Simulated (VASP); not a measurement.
Wanted: the native input for a VASP 6.6.1 run.

```yaml
Task: relaxation of cell and atoms
Functional: MS2
Potentials_or_basis: VASP PAW PBE potentials, release 64 (In_d, P)
Cutoff: 600 eV
k_mesh: 8 × 8 × 8
Occupations: gaussian, width 0.05 eV
Spin: no spin polarisation
Further_INCAR_settings: ALGO = Normal; EDIFF = 1e-06; IBRION = 2; EDIFFG = -0.02; NSW = 60; ISIF = 3
```

The structure of InP lies in POSCAR:

```
InP
1.0
    0.0000000000      2.7688340000      2.7688340000
    2.7688340000      0.0000000000      2.7688340000
    2.7688340000      2.7688340000      0.0000000000
In P
1 1
Direct
    0.0000000000      0.0000000000      0.0000000000
    0.5000000000      0.5000000000      0.5000000000
```

Measurements of this composition are mostly on another form, of space group No. 216.

These files were run (other wordings do the same):

INCAR

```
SYSTEM = InP
PREC = Accurate ; ENCUT = 600
EDIFF = 1E-6 ; ISMEAR = 0
SIGMA = 0.05 ; LREAL = .FALSE.
LASPH = .TRUE. ; NELM = 100
ALGO = Normal ; ISIF = 3
LWAVE = .FALSE. ; LCHARG = .FALSE.
METAGGA = MS2 ; LMIXTAU = .TRUE.
IBRION = 2 ; NSW = 60
EDIFFG = -0.02
```

KPOINTS

```
regular mesh
0
G
  8 8 8
  0 0 0
```

Potentials or basis: VASP PAW PBE potentials, release 64 (In_d, P).

Run with:

```bash
$ cat potpaw_PBE.64/In_d/POTCAR potpaw_PBE.64/P/POTCAR > POTCAR
$ mpirun -np 1 vasp_std > vasp.out
```

Results of the run:

| Quantity | Value |
| --- | --- |
| Relaxed volume | 20.45 Å³/atom |
| Relaxed cell | a = 3.868 Å, b = 3.868 Å, c = 3.868 Å, α = 60.00°, β = 60.00°, γ = 60.00° |
| Space group after relaxing (to 0.05 Å) | Fm-3m (No. 225) |
| Energy gained by relaxing | 7.5 meV/atom |
| Ionic steps | 3 |
| Pressure after relaxing | -0.1 GPa |
| Band gap on the k mesh | none (metal or under the smearing width) |

Caveat: the PAW data sets were made with another functional, which shifts forces and pressure a little.

It took 2.9 min on 1 thread of Intel(R) Xeon(R) Platinum 8259CL CPU @ 2.50GHz (Skylake/Cascade Lake), with other jobs on the host, peak memory 0.2 GiB.
